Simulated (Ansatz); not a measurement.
Write the native input for Ansatz 0.2.0 that does the following.

| Item | Value |
| --- | --- |
| Task | band structure |
| Functional | PBEsol |
| Potentials or basis | Ansatz PAW |
| Cutoff | 420 eV (not typed: the program's choice for these potentials) |
| k mesh | 7 × 7 × 7 |
| Occupations | fermi-dirac, width 0.05 eV |
| Spin | no spin polarisation |
| Path | [["G", "L", "B1"], ["B", "Z", "G", "X"], ["Q", "F", "P1", "Z"], ["L", "P"]] |
| Points for each segment of the path | 14 |

Bi2Te3 (Tellurobismuthite):

```
Bi Te
1.0
     2.19300    1.26613   10.16567
    -2.19300    1.26613   10.16567
     0.00000   -2.53226   10.16567
Bi Te
2 3
Direct
  0.60000 0.60000 0.60000
  0.40000 0.40000 0.40000
  0.79050 0.79050 0.79050
  0.20950 0.20950 0.20950
  0.00000 0.00000 0.00000
```

These files were run (other wordings do the same):

input.yaml

```yaml
crystal:
  lattice:
    - [2.193, 1.2661291403, 10.1656666667]
    - [-2.193, 1.2661291403, 10.1656666667]
    - [0.0, -2.5322582807, 10.1656666667]
  atoms:
    - { symbol: Bi, position: [0.6, 0.6, 0.6] }
    - { symbol: Bi, position: [0.4, 0.4, 0.4] }
    - { symbol: Te, position: [0.7905, 0.7905, 0.7905] }
    - { symbol: Te, position: [0.2095, 0.2095, 0.2095] }
    - { symbol: Te, position: [0.0, 0.0, 0.0] }
hamiltonian:
  xc: pbesol
  pseudopotentials: { kind: paw }
kpoints:
  mp_grid: { grid: [7, 7, 7] }
  band_path:
    path:
      - [[0.0, 0.0, 0.0], [0.5, 0.0, 0.0], [0.5, 0.1770083925, -0.1770083925]]
      - [[0.8229916075, 0.5, 0.1770083925], [0.5, 0.5, 0.5], [0.0, 0.0, 0.0], [0.3385041962, 0.0, -0.3385041962]]
      - [[0.6614958038, 0.3385041962, 0.0], [0.5, 0.5, 0.0], [0.6614958038, 0.6614958038, 0.1770083925], [0.5, 0.5, 0.5]]
      - [[0.5, 0.0, 0.0], [0.8229916075, 0.3385041962, 0.3385041962]]
    npoints: 14
scf:
  occupations: { method: fermi_dirac, width: 0.05 }
  n_extra_bands: 12
output:
  forces: true
  stress: true
  eigenvalues: true
  fatbands: false
```

Potentials or basis: Ansatz PAW.

Run with:

```sh
$ ansatz run input.yaml --threads 2 --pin off --max-ram 5632MiB --backend cpu --events-out ev --progress --plain --runs-dir out
```

Results of the run:

| Quantity | Value |
| --- | --- |
| Pressure | -0.6 GPa |
| Largest force | 0.114 eV/Å |
| Band gap on the k mesh | 0.24 eV, direct |
| Band gap along the path | 0.24 eV, direct |

Caveat: spin-orbit coupling is left out, which as a rule narrows the gap of such compounds by several tenths of an eV; the PAW data sets come from PBE, with cores solved anew for the run's functional, which leaves a small shift of forces and pressure.

It took 27 s on 2 threads of Arm Neoverse V1 (shared host), peak memory 0.76 GiB.
